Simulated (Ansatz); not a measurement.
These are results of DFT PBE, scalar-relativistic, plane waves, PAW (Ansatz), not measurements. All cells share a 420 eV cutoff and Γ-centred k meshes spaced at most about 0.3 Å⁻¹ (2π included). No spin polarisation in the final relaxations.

These are static total energies at zero pressure.

Two forms of KH₅ were relaxed alike.

1.

Space group P3m1 (No. 156). a = 3.801 Å, b = 3.801 Å, c = 6.386 Å, α = 90.00°, β = 90.00°, γ = 120.00°
```tsv
atom	site	symmetry	x	y	z
K	1b	3m.	0.3333	0.6667	0.0896
H	1b	3m.	0.3333	0.6667	0.5470
H	3d	.m.	0.0862	0.9138	0.5758
H	1a	3m.	0.0000	0.0000	0.9445
```

2.

Space group I4/mmm (No. 139). a = 5.635 Å, b = 5.635 Å, c = 5.288 Å, α = 90.00°, β = 90.00°, γ = 90.00°
```csv
atom,site,symmetry,x,y,z
K,2b,4/mmm,0.0000,0.0000,0.5000
H,8i,m2m.,0.4320,0.0000,0.0000
H,2a,4/mmm,0.0000,0.0000,0.0000
```

Question: Which would you expect to be lower, and how large is the difference?

Answer: Cell 2 is lower, by 0.53 eV/atom. Cell 1 has space group P3m1 (No. 156), 13.3 Å³/atom and a gap of 1.06 eV on its mesh; cell 2 has space group I4/mmm (No. 139), 14.0 Å³/atom and a gap of 2.99 eV. Counting H atoms around K (those within 1.25 times the shortest such distance or 1.15 times the sum of covalent radii, 1.27 where that leaves under three; a plus sign parts nearer from farther groups), cell 1 has K 3+1 and cell 2 has K 10. Cell 2 holds H–H pairs as short as in free H₂ molecules (shortest 0.77 Å); in cell 1 the shortest H–H distance is 0.98 Å, near bonding range too. Both come from invented guesses. A third cell relaxed alike, in Fmm2, lies 37 meV/atom below the lower of the two; the I4/mmm cell fell into it when its atoms were moved at random.

Weakly bound directions are ill-defined at this level, which has no dispersion term (P3m1), and this can change margins and order among such cells. Kohn–Sham gaps at this level usually fall short of measured ones. With hydrogen, zero-point motion can shift such differences by 10 meV/atom or more. Cells relaxed within their symmetry can be saddle points; a later kick test found a lower structure for KH5 I4/mmm.
